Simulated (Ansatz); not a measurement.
# Lattice dynamics of LiBr (Fm-3m), part 2 of 2

Task: relax LiBr (Fm-3m), then find its harmonic phonons.

Ansatz 0.2.0; DFT LDA, scalar-relativistic, plane waves, PAW; PAW set soft_1.

So far. Step 4 (Tight relaxation): The forces vanish by symmetry and the pressure is -0.001 GPa, within the tolerances set. The cell now holds 18.72 Å³/atom. Step 5 (Zone-centre response): Before it was imposed, the acoustic sum rule was missed by 2.6e-5 eV/Å² and the charge sum rule by 2.8e-4 e. Small misses are needed for a sound result but don't prove that mesh and cutoff are converged. The lowest optical mode is real, 196 cm⁻¹. The relaxed cell has a = 5.310 Å (conventional setting).

### Step 6. Response at finite wavevector (continued)

Second derivatives of the energy by pair, one row for each kind of neighbour of each atom listed. Each entry sums the pair over the periodic images of the supercell that the q mesh stands for, and in a polar crystal it holds the long-range dipole part too. Force constants by pair, by row:

| atom | neighbour | distance (Å) | third of the trace (eV/Å²) | along the pair's line (eV/Å²) |
| --- | --- | --- | --- | --- |
| Li1 | itself | 0 | 1.487 | – |
| Li1 | Br | 2.655 | -0.2214 | -0.423 |
| Li1 | Li | 3.755 | 0.0202 | -0.1894 |
| Li1 | Br | 4.599 | -0.0105 | 0.0728 |
| Li1 | Li | 5.31 | -0.0769 | -0.203 |
| Li1 | Br | 5.937 | 0.0113 | 0.0693 |
| Li1 | Li | 6.504 | -0.0046 | -0.041 |
| Br2 | itself | 0 | 2.944 | – |
| Br2 | Li | 2.655 | -0.2214 | -0.423 |
| Br2 | Br | 3.755 | -0.1306 | -0.5275 |
| Br2 | Li | 4.599 | -0.0105 | 0.0728 |
| Br2 | Br | 5.31 | -0.0075 | -0.0651 |
| Br2 | Li | 5.937 | 0.0113 | 0.0693 |
| Br2 | Br | 6.504 | -0.0064 | -0.0375 |

Harmonic thermodynamic functions per atom, from the density of states. Interpolated from a 4×4×4 q mesh. Thermodynamic functions, by row:

| T (K) | F_vib (meV/atom) | S (J/mol-atom/K) | C_V (J/mol-atom/K) |
| --- | --- | --- | --- |
| 0 | 30.76 | 0 | 0 |
| 50 | 30.12 | 4.172 | 8.115 |
| 100 | 25.79 | 12.49 | 15.97 |
| 200 | 5.5 | 25.8 | 21.77 |
| 300 | -26.27 | 34.99 | 23.41 |
| 400 | -66.23 | 41.83 | 24.05 |
| 500 | -112.5 | 47.23 | 24.37 |
| 600 | -163.8 | 51.69 | 24.54 |
| 700 | -219.4 | 55.48 | 24.64 |
| 800 | -278.7 | 58.78 | 24.71 |
| 900 | -341.1 | 61.69 | 24.76 |
| 1000 | -406.4 | 64.3 | 24.8 |

Harmonic mean-square displacement, third of the trace. Interpolated from a 4×4×4 q mesh. Mean square displacements, by row:

| T (K) | Li1 U_eq (Å²) | Br2 U_eq (Å²) |
| --- | --- | --- |
| 0 | 0.0111 | 0.00246 |
| 100 | 0.0133 | 0.00505 |
| 300 | 0.02698 | 0.01383 |
| 600 | 0.05112 | 0.02742 |

Symmetry leaves 8 wavevectors to solve. The lowest mode among them, the acoustic zeros apart, lies at q = (0, 0, 0.25) and is real, 56.2 cm⁻¹.

### Step 7. Isotope substitution, element Br, natural mass 79.904 amu

An isotope changes the mass and not the force constants, so no new electronic calculation is needed; the shifts show which modes move this element.

The same force constants with the mass of Br changed from 79.904 to 80.916 u (phonopy, no LO-TO term). Both lists are sorted by frequency; levels can cross, so a row need not hold one and the same mode. Modes under 3 cm⁻¹ are left out. Isotope shifts, by row:

| q | rank | natural mass (cm⁻¹) | changed mass (cm⁻¹) |
| --- | --- | --- | --- |
| 0 0 0 | 4 | 195.9 | 195.8 |
| 0 0 0 | 5 | 195.9 | 195.8 |
| 0 0 0 | 6 | 195.9 | 195.8 |
| 0 0 0.25 | 1 | 56.2 | 55.86 |
| 0 0 0.25 | 2 | 56.2 | 55.86 |
| 0 0 0.25 | 3 | 95.68 | 95.1 |
| 0 0 0.25 | 4 | 204.8 | 204.8 |
| 0 0 0.25 | 5 | 204.8 | 204.8 |
| 0 0 0.25 | 6 | 359.8 | 359.8 |
| 0 0 -0.5 | 1 | 76.65 | 76.17 |
| 0 0 -0.5 | 2 | 76.65 | 76.17 |
| 0 0 -0.5 | 3 | 130.8 | 130 |
| 0 0 -0.5 | 4 | 214.5 | 214.5 |
| 0 0 -0.5 | 5 | 214.5 | 214.5 |
| 0 0 -0.5 | 6 | 373.8 | 373.8 |
| 0 0.25 0.25 | 1 | 60.96 | 60.61 |
| 0 0.25 0.25 | 2 | 60.96 | 60.61 |
| 0 0.25 0.25 | 3 | 105.2 | 104.6 |
| 0 0.25 0.25 | 4 | 203 | 202.9 |
| 0 0.25 0.25 | 5 | 203 | 202.9 |
| 0 0.25 0.25 | 6 | 288.4 | 288.4 |

A mode of this element alone would shift by -0.63 %. The highest zone-centre frequency without the field goes from 195.9 to 195.8 cm⁻¹ (-0.1 %). The product of the frequency ratios over all optical modes at Γ is 0.998; the product rule, (m/m′)^(3k/2) (M′/M)^(3/2) with k = 1 such atoms and M the mass of the cell, gives 0.999.

### Step 8. Another isotope, element Li, natural mass 6.94 amu

The same for Li, from 6.94 to 6.02 u.

The same force constants with the mass of Li changed from 6.940 to 6.015 u (phonopy, no LO-TO term). Both lists are sorted by frequency; levels can cross, so a row need not hold one and the same mode. Modes under 3 cm⁻¹ are left out. Isotope shifts, by row:

| q | rank | natural mass (cm⁻¹) | changed mass (cm⁻¹) |
| --- | --- | --- | --- |
| 0 0 0 | 4 | 195.9 | 209.3 |
| 0 0 0 | 5 | 195.9 | 209.3 |
| 0 0 0 | 6 | 195.9 | 209.3 |
| 0 0 0.25 | 1 | 56.2 | 56.34 |
| 0 0 0.25 | 2 | 56.2 | 56.34 |
| 0 0 0.25 | 3 | 95.68 | 95.91 |
| 0 0 0.25 | 4 | 204.8 | 219.5 |
| 0 0 0.25 | 5 | 204.8 | 219.5 |
| 0 0 0.25 | 6 | 359.8 | 385.6 |
| 0 0 -0.5 | 1 | 76.65 | 76.65 |
| 0 0 -0.5 | 2 | 76.65 | 76.65 |
| 0 0 -0.5 | 3 | 130.8 | 130.8 |
| 0 0 -0.5 | 4 | 214.5 | 230.4 |
| 0 0 -0.5 | 5 | 214.5 | 230.4 |
| 0 0 -0.5 | 6 | 373.8 | 401.5 |
| 0 0.25 0.25 | 1 | 60.96 | 61.24 |
| 0 0.25 0.25 | 2 | 60.96 | 61.24 |
| 0 0.25 0.25 | 3 | 105.2 | 105.4 |
| 0 0.25 0.25 | 4 | 203 | 217 |
| 0 0.25 0.25 | 5 | 203 | 217 |
| 0 0.25 0.25 | 6 | 288.4 | 309.3 |

A mode of this element alone would shift by +7.41 %. The highest zone-centre frequency without the field goes from 195.9 to 209.3 cm⁻¹ (+6.8 %). The product of the frequency ratios over all optical modes at Γ is 1.220; the product rule, (m/m′)^(3k/2) (M′/M)^(3/2) with k = 1 such atoms and M the mass of the cell, gives 1.220.

### Step 9. Outcome

* space group after relaxation (within 0.01 Å): Fm-3m
* volume per atom: 18.7 Å³
* gap on the k-mesh: 5.15 eV
* highest optical mode at the zone centre (no LO-TO term): 196 cm⁻¹
* top of the zone-centre spectrum with the field: 347 cm⁻¹
* lowest optical zone-centre mode: 196 cm⁻¹
* mean high-frequency dielectric constant: 3.69
* mean static dielectric constant: 11.6
* largest Born charge (third of the trace): 1.21 e
* lowest mode on the q mesh (acoustic modes at Γ apart): 56.2 cm⁻¹
* highest frequency on the path or at a solved wavevector: 374 cm⁻¹
* zero-point energy per atom: 30.8 meV
* heat capacity at 300 K: 23.4 J/(mol atoms K)
* vibrational entropy at 300 K: 35.0 J/(mol atoms K)
* Debye temperature (second moment): 344 K
* imaginary modes on the 4×4×4 q mesh: none

What this shows: The structure is a minimum as far as tested: no mode is imaginary at the 8 irreducible wavevectors of the 4×4×4 mesh, and the softest away from the acoustic zeros lies at 56 cm⁻¹. Without the field, the optical modes at Γ form one degenerate level at 196 cm⁻¹. The highest mode in this list at Γ, 195.9 cm⁻¹, is mostly motion of Li (92 % of the kinetic energy). With the macroscopic field of the longitudinal modes the top of the zone-centre spectrum lies at 347 cm⁻¹, against 196 cm⁻¹ without it. Lattice motion raises the mean dielectric constant from 3.690 to 11.57. The strongest infrared line is at 196 cm⁻¹. No mode is Raman active to first order. On the path and the mesh, the widest gap between branches runs from 131 to 194 cm⁻¹. The PAW files were made for PBE and serve the other functionals too. These are harmonic frequencies at zero temperature: anharmonic shifts, linewidths and thermal expansion are left out.

[Hosts, paths, dates, database ids (printed as entryN), source tags and the programs' standing remarks are cut or masked in the printed files.]
